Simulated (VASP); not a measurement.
# ZrC (Fm-3m) in VASP: further runs, part 2 of 2

VASP 6.6.1.

## 3. Relaxation of cell and atoms, PBEsol

This run uses another cell than the first one, of 13.23 Å³/atom, 1.056 times its volume.

Input file INCAR:

```
PREC     = Accurate       # precision mode
ENCUT    = 600            # plane-wave cutoff, eV
EDIFF    = 1E-6           # SCF threshold, eV
ISMEAR   = 1              # smearing method
SIGMA    = 0.1            # smearing width, eV
LREAL    = F              # projectors in reciprocal space
LASPH    = T              # aspherical terms in the spheres
NELM     = 80             # most SCF steps
ALGO     = Normal         # electronic algorithm
ISIF     = 3              # what is computed and relaxed
LWAVE    = F              # write WAVECAR
LCHARG   = F              # write CHGCAR
GGA      = PS             # functional
IBRION   = 2              # ionic algorithm
NSW      = 90             # ionic steps
EDIFFG   = -0.01          # ionic threshold
```

Input file KPOINTS:

```
regular mesh
0
Gamma
  14 14 14
```

Input file POSCAR:

```
ZrC
1.0
    0.0000000000      2.3650000000      2.3650000000
    2.3650000000      0.0000000000      2.3650000000
    2.3650000000      2.3650000000      0.0000000000
Zr C
1 1
Direct
    0.5000000000      0.5000000000      0.5000000000
    0.0000000000      0.0000000000      0.0000000000
```

Potentials or basis: VASP PAW PBE potentials, release 64 (Zr_sv, C).

Started as:

```
cat potpaw_PBE.64/Zr_sv/POTCAR potpaw_PBE.64/C/POTCAR > POTCAR
mpirun -np 1 vasp_std > vasp.out
```

OUTCAR:

```text
PREC = Accurate
   ENCUT = 600
   EDIFF = 1E-6
   ISMEAR = 1
   LREAL = F
   LASPH = T
   NELM = 80
   ISIF = 3
   GGA = PS
   IBRION = 2
   NSW = 90
   EDIFFG = -0.01

 ion  position               nearest neighbor table
   1  0.500  0.500  0.500-   2 2.37   2 2.37   2 2.37   2 2.37   2 2.37   2 2.37
   2  0.000  0.000  0.000-   1 2.37   1 2.37   1 2.37   1 2.37   1 2.37   1 2.37

  LATTYP: Found a face centered cubic cell.
 ALAT       =     4.7300000000

  Lattice vectors:

 A1 = (   0.0000000000,   2.3650000000,   2.3650000000)
 A2 = (   2.3650000000,   0.0000000000,   2.3650000000)
 A3 = (   2.3650000000,   2.3650000000,   0.0000000000)

Analysis of symmetry for initial positions (statically):
=====================================================================
 Subroutine PRICEL returns:
[... 225 lines left out ...]
      6      11.4293     -0.00000
      7      11.4293     -0.00000
      8      11.4293     -0.00000
      9      11.5331     -0.00000
     10      11.5331     -0.00000
     11      11.5331     -0.00000
     12      13.4985      0.00000
[... 416 lines left out ...]
--------------------------------------- Ionic step        4  -------------------------------------------

 number of electron      16.0000000 magnetization

 Free energy of the ion-electron system (eV)
  ---------------------------------------------------
  ext. energy  EPLUGINS =         0.00000000
  ---------------------------------------------------
  free energy    TOTEN  =       -20.57493565 eV

  energy without entropy =      -20.57472572  energy(sigma->0) =      -20.57486567

 E-fermi :   9.7329     XC(G=0): -12.3733

 val. band max:        9.7161810285   @ k =   0.4286   0.4286   0.0000
 cond. band min:       9.7586531184   @ k =   0.0714   0.0000   0.0000
 fundamental gap:      0.0424720899
 Fermi energy:         9.7328908656

 k-point     1 :       0.0000    0.0000    0.0000
  band No.  band energies     occupation
      1     -38.1910      2.00000
      2     -15.9193      2.00000
      3     -15.9193      2.00000
      4     -15.9193      2.00000
      5      -1.6360      2.00000
      6      10.6682     -0.00000
      7      10.6682     -0.00000
      8      10.6682     -0.00000
      9      10.7741     -0.00000
     10      10.7741     -0.00000
     11      10.7741     -0.00000
     12      12.5714      0.00000
[... 374 lines left out ...]
  FREE ENERGIE OF THE ION-ELECTRON SYSTEM (eV)
  ---------------------------------------------------
  free  energy   TOTEN  =       -20.5749356505 eV

  energy  without entropy=      -20.5747257167  energy(sigma->0) =      -20.57486567

 reached required accuracy - stopping structural energy minimisation
```

CONTCAR:

```text
ZrC
   1.00000000000000
     0.0000000000000000    2.3354323231227725    2.3354323231227725
     2.3354323231227725    0.0000000000000000    2.3354323231227725
     2.3354323231227725    2.3354323231227725   -0.0000000000000000
  Zr              C
     1     1
Direct
     0.5000000000000000    0.5000000000000000    0.5000000000000000
     1.0000000000000000    1.0000000000000000    1.0000000000000000

  0.00000000E+00  0.00000000E+00  0.00000000E+00
  0.00000000E+00  0.00000000E+00  0.00000000E+00
```

Run time: 56 s. Hardware: 1 thread of Intel Xeon 6975P-C (Granite Rapids), shared host; peak memory 0.2 GiB.

What came out:

| Item | Value |
| --- | --- |
| Free energy | -20.5749 eV |
| Relaxed volume | 12.74 Å³/atom |
| Relaxed cell | a = 3.303 Å, b = 3.303 Å, c = 3.303 Å, α = 60.00°, β = 60.00°, γ = 60.00° |
| Space group after relaxing (to 0.05 Å) | Fm-3m (No. 225) |
| Energy gained by relaxing | 13.0 meV/atom |
| Ionic steps | 4 |
| Pressure after relaxing | 0.0 GPa |
| Band gap on the k mesh | none (metal or under the smearing width) |

The path:
```
step  energy change (eV)  largest force (eV/Å)  pressure (GPa)  volume (Å³)
   1              0.0000                0.0000           -8.25        26.46
   2              0.0507                0.0000           16.75        23.93
   3             -0.0260                0.0000           -0.15        25.50
   4             -0.0260                0.0000            0.01        25.48
```

Final structure:
```yaml
crystal:
  lattice:
    - [0.00000, 2.33543, 2.33543]
    - [2.33543, 0.00000, 2.33543]
    - [2.33543, 2.33543, 0.00000]
  atoms:
    - { symbol: Zr, position: [0.50000, 0.50000, 0.50000] }
    - { symbol: C, position: [0.00000, 0.00000, 0.00000] }
```

Caveat: the PAW data sets were made with another functional, which shifts forces and pressure a little.

## 4. Relaxation of cell and atoms, PBEsol

This run uses another cell than the first one, of 12.74 Å³/atom, 1.017 times its volume.

Changes to INCAR since step 3:

```diff
@@ -2,3 +2,3 @@
 ENCUT    = 600            # plane-wave cutoff, eV
-EDIFF    = 1E-6           # SCF threshold, eV
+EDIFF    = 1E-7           # SCF threshold, eV
 ISMEAR   = 1              # smearing method
@@ -15,2 +15,2 @@
 NSW      = 90             # ionic steps
-EDIFFG   = -0.01          # ionic threshold
+EDIFFG   = -0.005         # ionic threshold
```

KPOINTS is that of step 3.

Input file POSCAR:

```
ZrC                                     
1.0
    0.0000000000      2.3354323231      2.3354323231
    2.3354323231      0.0000000000      2.3354323231
    2.3354323231      2.3354323231     -0.0000000000
  Zr              C             
     1     1
Direct
     0.5000000000000000    0.5000000000000000    0.5000000000000000
     1.0000000000000000    1.0000000000000000    1.0000000000000000
```

Started as:

```
cat potpaw_PBE.64/Zr_sv/POTCAR potpaw_PBE.64/C/POTCAR > POTCAR
mpirun -np 1 vasp_std > vasp.out
```

Run time: 22 s. Hardware: 1 thread of Intel Xeon 6975P-C (Granite Rapids), shared host; peak memory 0.18 GiB.

The run converged. Its results:

```
Free energy             : -20.5740 eV
Pressure after relaxing : 0.0 GPa
Band gap on the k mesh  : none (metal or under the smearing width)
```

Final structure:
```cif
data_structure
_symmetry_space_group_name_H-M 'P 1'
_symmetry_Int_Tables_number 1
_cell_length_a 3.3028
_cell_length_b 3.3028
_cell_length_c 3.3028
_cell_angle_alpha 60.000
_cell_angle_beta 60.000
_cell_angle_gamma 60.000
_cell_volume 25.48
loop_
_atom_site_label
_atom_site_type_symbol
_atom_site_fract_x
_atom_site_fract_y
_atom_site_fract_z
_atom_site_occupancy
Zr1 Zr 0.50000 0.50000 0.50000 1
C1 C 0.00000 0.00000 0.00000 1
```

Levels at points of the mesh, in eV from the Fermi level:
| k point | band 5 | band 6 | band 7 | band 8 | band 9 | band 10 | band 11 | band 12 |
| --- | --- | --- | --- | --- | --- | --- | --- | --- |
| (0.00, 0.00, 0.00) | -11.37 | 0.94 | 0.94 | 0.94 | 1.04 | 1.04 | 1.04 | 2.84 |
| (0.50, 0.00, 0.00) | -8.15 | -5.43 | -3.03 | -3.03 | 4.58 | 4.58 | 5.43 | 6.54 |
| (0.50, 0.50, 0.00) | -10.20 | -2.05 | -1.90 | 0.07 | 0.07 | 4.54 | 5.79 | 5.79 |

Caveat: the relaxation stopped at its first step, so nothing moved; the PAW data sets were made with another functional, which shifts forces and pressure a little.

## 5. Relaxation of cell and atoms, PBE+D3(BJ)

This run uses another cell than the first one, of 13.23 Å³/atom, 1.056 times its volume.

Input file INCAR:

```
PREC = Accurate
ENCUT = 600
EDIFF = 1E-6
ISMEAR = 1
SIGMA = 0.1
LREAL = False
LASPH = True
NELM = 80
ALGO = Normal
ISIF = 3
LWAVE = False
LCHARG = False
GGA = PE
IVDW = 12
IBRION = 2
NSW = 90
EDIFFG = -0.01
```

Input file KPOINTS:

```
Automatic mesh
0
Gamma
  14 14 14
```

Input file POSCAR:

```
ZrC
1.0
    0.0000000000      2.3650000000      2.3650000000
    2.3650000000      0.0000000000      2.3650000000
    2.3650000000      2.3650000000      0.0000000000
Zr C
1 1
Direct
    0.5000000000      0.5000000000      0.5000000000
    0.0000000000      0.0000000000      0.0000000000
```

Started as:

```
cat potpaw_PBE.64/Zr_sv/POTCAR potpaw_PBE.64/C/POTCAR > POTCAR
mpirun -np 1 vasp_std > vasp.out
```

Run time: 2.1 min. Hardware: 1 thread of AMD EPYC 7R13 (Zen 3), shared host; peak memory 0.18 GiB.

The run converged. Its results:

```
Free energy                            : -20.2671 eV
Relaxed volume                         : 12.76 Å³/atom
Relaxed cell                           : a = 3.305 Å, b = 3.305 Å, c = 3.305 Å, α = 60.00°, β = 60.00°, γ = 60.00°
Space group after relaxing (to 0.05 Å) : Fm-3m (No. 225)
Energy gained by relaxing              : 11.5 meV/atom
Ionic steps                            : 4
Pressure after relaxing                : 0.0 GPa
Band gap on the k mesh                 : none (metal or under the smearing width)
Dispersion energy per atom             : -0.407 eV
```

Step by step:
```tsv
step	energy change (eV)	largest force (eV/Å)	pressure (GPa)	volume (Å³)
1	0.0000	0.0000	-7.71	26.46
2	0.0414	0.0000	15.11	24.09
3	-0.0231	0.0000	-0.13	25.54
4	-0.0231	0.0000	0.03	25.52
```

Final structure:
```yaml
crystal:
  lattice:
    - [0.00000, 2.33691, 2.33691]
    - [2.33691, 0.00000, 2.33691]
    - [2.33691, 2.33691, 0.00000]
  atoms:
    - { symbol: Zr, position: [0.50000, 0.50000, 0.50000] }
    - { symbol: C, position: [0.00000, 0.00000, 0.00000] }
```

Levels at points of the mesh, in eV from the Fermi level:
| k point | band 4 | band 5 | band 6 | band 7 | band 8 | band 9 | band 10 | band 11 | band 12 |
| --- | --- | --- | --- | --- | --- | --- | --- | --- | --- |
| (0.00, 0.00, 0.00) | -25.76 | -11.39 | 0.91 | 0.91 | 0.91 | 1.08 | 1.08 | 1.08 | 2.84 |
| (0.50, 0.00, 0.00) | -25.85 | -8.23 | -5.39 | -3.01 | -3.01 | 4.57 | 4.57 | 5.41 | 6.58 |
| (0.50, 0.50, 0.00) | -26.06 | -10.24 | -2.06 | -1.84 | 0.05 | 0.05 | 4.52 | 5.76 | 5.76 |

Caveat: pairwise dispersion overbinds metals, which lowers pressure and volume.

## 6. Relaxation of cell and atoms, PBE+D3(BJ)

This run uses another cell than the first one, of 12.76 Å³/atom, 1.019 times its volume.

Changes to INCAR since step 5:

```diff
@@ -2,3 +2,3 @@
 ENCUT = 600
-EDIFF = 1E-6
+EDIFF = 1E-7
 ISMEAR = 1
@@ -16,2 +16,2 @@
 NSW = 90
-EDIFFG = -0.01
+EDIFFG = -0.005
```

KPOINTS is that of step 5.

Input file POSCAR:

```
ZrC                                     
1.0
   -0.0000000000      2.3369105413      2.3369105413
    2.3369105413      0.0000000000      2.3369105413
    2.3369105413      2.3369105413     -0.0000000000
  Zr              C             
     1     1
Direct
     0.5000000000000000    0.5000000000000000    0.5000000000000000
     0.0000000000000000    1.0000000000000000    0.0000000000000000
```

Potentials or basis: VASP PAW PBE potentials, release 64 (Zr_sv, C).

Started as:

```
cat potpaw_PBE.64/Zr_sv/POTCAR potpaw_PBE.64/C/POTCAR > POTCAR
mpirun -np 1 vasp_std > vasp.out
```

Wall time 45 s (1 thread of AMD EPYC 7R13 (Zen 3), shared host); peak memory 0.17 GiB.

It converged, with:

```yaml
Free_energy: -20.2662 eV
Pressure_after_relaxing: 0.0 GPa
Band_gap_on_the_k_mesh: none (metal or under the smearing width)
Dispersion_energy_per_atom: -0.407 eV
```

Final structure:
```yaml
crystal:
  lattice:
    - [0.00000, 2.33691, 2.33691]
    - [2.33691, 0.00000, 2.33691]
    - [2.33691, 2.33691, 0.00000]
  atoms:
    - { symbol: Zr, position: [0.50000, 0.50000, 0.50000] }
    - { symbol: C, position: [0.00000, 0.00000, 0.00000] }
```

Levels at points of the mesh, in eV from the Fermi level:
```csv
k point,band 5,band 6,band 7,band 8,band 9,band 10,band 11,band 12
"(0.00, 0.00, 0.00)",-11.39,0.91,0.91,0.91,1.08,1.08,1.08,2.84
"(0.50, 0.00, 0.00)",-8.23,-5.39,-3.01,-3.01,4.57,4.57,5.41,6.58
"(0.50, 0.50, 0.00)",-10.24,-2.06,-1.84,0.05,0.05,4.52,5.76,5.76
```

Caveat: the relaxation stopped at its first step, so nothing moved; pairwise dispersion overbinds metals, which lowers pressure and volume.

## 7. The runs side by side

```tsv
level	potentials or basis	gap on the mesh (eV)	pressure (GPa)
LDA	VASP PAW LDA potentials, release 64 (Zr_sv, C)	none	0.0
PBEsol	VASP PAW PBE potentials, release 64 (Zr_sv, C)	none	0.0
PBE+D3(BJ)	VASP PAW PBE potentials, release 64 (Zr_sv, C)	none	0.0
```

Alike in all rows: task relaxation of cell and atoms; no spin polarisation; cell relaxed; k mesh 14 × 14 × 14; cutoff (eV) 600; smearing methfessel-paxton 0.1 eV.

Caveats: the relaxation stopped at its first step, so nothing moved; the PAW data sets were made with another functional, which shifts forces and pressure a little (some runs); pairwise dispersion overbinds metals, which lowers pressure and volume (some runs).

Absolute energies hang on the potentials; compare differences alone.
